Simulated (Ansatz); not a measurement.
N:

```
N
1.0
     5.56052    0.00000    0.00000
     0.00000    5.56052    0.00000
     0.00000    0.00000    5.56052
N
8
Direct
  0.05740 0.44260 0.55740
  0.44260 0.55740 0.05740
  0.55740 0.05740 0.44260
  0.94260 0.94260 0.94260
  0.94260 0.55740 0.44260
  0.55740 0.44260 0.94260
  0.44260 0.94260 0.55740
  0.05740 0.05740 0.05740
```

```yaml
Program: Ansatz 0.2.0
Task: relaxation of cell and atoms
Functional: PBE
Potentials_or_basis: Ansatz PAW
Cutoff: "420 eV (not typed: the program's choice for these potentials)"
k_mesh: 5 × 5 × 5
Occupations: fermi-dirac, width 0.05 eV
Spin: no spin polarisation
```

At the start: volume 21.49 Å³/atom.

Q: How do energy, volume and symmetry change on relaxing?

A: It ends after 14 steps and the volume is 28.14 Å³/atom (+30.9 %); space group Pa-3 (No. 205, to 0.05 Å).

Step by step:
| step | energy change (eV) | largest force (eV/Å) | volume (Å³) |
| --- | --- | --- | --- |
| 1 | 0.0000 | 0.6017 | 171.93 |
| 2 | -0.0054 | 0.2047 | 186.31 |
| 3 | -0.0045 | 0.0262 | 186.96 |
| 4 | -0.0046 | 0.0004 | 186.93 |
| 5 | -0.0605 | 0.0070 | 186.93 |
| 6 | -0.0559 | 0.0088 | 195.12 |
| 7 | -0.0244 | 0.0062 | 206.49 |
| 8 | -0.0289 | 0.0041 | 205.38 |
| 9 | -0.0948 | 0.0042 | 205.38 |
| 10 | -0.0830 | 0.0002 | 213.07 |
| 11 | -0.0362 | 0.0465 | 227.17 |
| 12 | -0.0393 | 0.0012 | 226.46 |
| 13 | -0.0451 | 0.0028 | 225.13 |
| 14 | -0.1079 | 0.0050 | 225.13 |

Final structure:
```
N
1.0
     6.08339    0.00000    0.00000
     0.00000    6.08339    0.00000
     0.00000    0.00000    6.08339
N
8
Direct
  0.05229 0.44771 0.55229
  0.44771 0.55229 0.05229
  0.55229 0.05229 0.44771
  0.94771 0.94771 0.94771
  0.94771 0.55229 0.44771
  0.55229 0.44771 0.94771
  0.44771 0.94771 0.55229
  0.05229 0.05229 0.05229
```

Caveat: the volume moved by over 15 % at a fixed basis, so the end points are rough; the plane-wave basis is chosen anew once the cell has moved, so the energies of steps on either side of that aren't comparable; the pressure holds a Pulay correction of +0.3 GPa for the finite cutoff.
